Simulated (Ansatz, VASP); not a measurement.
**WC4: VASP beside Ansatz**

Contents of INCAR:

```
SYSTEM = WC4
ALGO = Normal
EDIFF = 1E-6
EDIFFG = -0.04
ENCUT = 600
GGA = PE
IBRION = 2
ISIF = 3
ISMEAR = 0
LASPH = .True.
LCHARG = .False.
LREAL = .False.
LWAVE = .False.
NELM = 80
NSW = 90
PREC = Accurate
SIGMA = 0.1
```

KPOINTS

```
k-points
0
Gamma
  4 4 4
  0 0 0
```

Contents of POSCAR:

```
WC4
1.0
    4.3095144900      0.0000000000      0.0000000000
    0.0000000000      4.3095144900      0.0000000000
    0.0000000000      0.0000000000      4.3095144900
W C
1 4
Direct
    0.5000000000      0.5000000000      0.5000000000
    0.0000000000      0.5000000000      0.5000000000
    0.5000000000      0.0000000000      0.5000000000
    0.5000000000      0.5000000000      0.0000000000
    0.0000000000      0.0000000000      0.0000000000
```

Input for Ansatz:

```yaml
crystal:
  lattice:
    - [4.30951449, 0.0, 0.0]
    - [0.0, 4.30951449, 0.0]
    - [0.0, 0.0, 4.30951449]
  atoms:
    - { symbol: W, position: [0.5, 0.5, 0.5] }
    - { symbol: C, position: [0.0, 0.5, 0.5] }
    - { symbol: C, position: [0.5, 0.0, 0.5] }
    - { symbol: C, position: [0.5, 0.5, 0.0] }
    - { symbol: C, position: [0.0, 0.0, 0.0] }
basis:
  ecutwfc: 420
kpoints:
  mp_grid: { grid: [4, 4, 4] }
hamiltonian:
  xc: pbe
scf:
  occupations: { method: gaussian, width: 0.1 }
  lower_state_search: "off"
output:
  forces: true
  stress: true
  eigenvalues: true
relax:
  adjacent_minimum: "off"
  f_tol: 0.04
  max_steps: 70
  cell: { stress_tol: 0.4 }
```

Alike in both runs: task relaxation of cell and atoms; functional PBE; k mesh 4 × 4 × 4; occupations gaussian, width 0.1 eV; no spin polarisation.

|  | VASP | Ansatz |
| --- | --- | --- |
| version | VASP 6.6.1 | Ansatz 0.2.0 |
| potentials or method | VASP PAW PBE potentials, release 64 (W_sv, C) | scalar-relativistic, plane waves, PAW |
| plane-wave cutoff (eV) | 600 | 420 |
| valence electrons in the cell | 30 | 30 |

```tsv
	VASP	Ansatz	Ansatz less VASP
gap on the k mesh at the Fermi level, each at its own relaxed structure (eV)	none	none	-
relaxed volume (Å³/atom)	13.70	13.70	0.000
relaxed cell length with the largest relative difference (Å)	4.091	4.091	0.0000
energy change over the relaxation (meV/atom)	-152	-152	+0.2
```

A gap of «none» marks a metal or a gap that the smearing closes.

Caveats: the k mesh is coarse (spacing up to 0.36 Å⁻¹), so the values aren't converged. The runs have no spin-orbit coupling, so splittings on W are missing.
